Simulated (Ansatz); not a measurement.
## Calculated Ga-69 NMR of the central transition for GaN under strain

Cell: a COD entry, relaxed with PBE at fixed cell and then changed (z compressed by 2 %, ions relaxed).

```
CELL_PARAMETERS angstrom
3.18000 0.00000 0.00000
-1.59000 2.75396 0.00000
0.00000 0.00000 5.06268
ATOMIC_POSITIONS crystal
Ga 0.33333 0.66667 0.00204
Ga 0.66667 0.33333 0.50204
N 0.33333 0.66667 0.38296
N 0.66667 0.33333 0.88296
```

Sites (sets of like atoms) are named by element and the number of their first atom in this list.

Computed with Ansatz: DFT, PBE, plane waves and PAW, scalar-relativistic, 420 eV cutoff, Γ-centred 11×11×6 k-points, Fermi–Dirac smearing 0.02 eV.

Ga-69 has I = 3/2 and Q = 171.0 mb (Pyykkö 2018); at 7.05 T its Larmor frequency is ν₀ = 72.2 MHz. Only the quadrupole interaction is simulated: positions count from each site's isotropic chemical shift, and J coupling is left out, as are shift anisotropy and dipolar coupling, which fast spinning averages.

(1) Simulate the second-order pattern (fast magic-angle spinning, Gaussian broadening 0.03 kHz) of site Ga (4 N at 1.93 Å; also 1 N at 3.13 Å).

Answers

(1) The calculation gives C_Q = 1.16 MHz and η = 0.00, so ν_Q = 0.578 MHz and the centre of gravity lies at -6.39 ppm (-0.462 kHz).

| offset (kHz) | height |
| --- | --- |
| -1.195 | 0 |
| -1.148 | 4 |
| -1.100 | 6 |
| -1.053 | 6 |
| -1.006 | 6 |
| -0.959 | 6 |
| -0.912 | 7 |
| -0.865 | 7 |
| -0.818 | 7 |
| -0.770 | 9 |
| -0.723 | 81 |
| -0.676 | 73 |
| -0.629 | 53 |
| -0.582 | 47 |
| -0.535 | 44 |
| -0.488 | 43 |
| -0.440 | 43 |
| -0.393 | 45 |
| -0.346 | 48 |
| -0.299 | 53 |
| -0.252 | 64 |
| -0.205 | 100 |
| -0.158 | 87 |
| -0.110 | 0 |

An axis of threefold or higher order runs through Ga, so V_zz lies along it and η is zero.

At this changed cell the PBE pressure is 12 GPa.

The relaxation (4 steps) took 13 s of wall time (13 s of CPU time) and 0.47 GiB at its peak, on 1 thread of Intel Xeon Platinum 8488C (Sapphire Rapids) (x86_64; 16 cores open to the job, memory cap 3.0 GiB, no GPU), a shared host with a load of 0.4 a core.
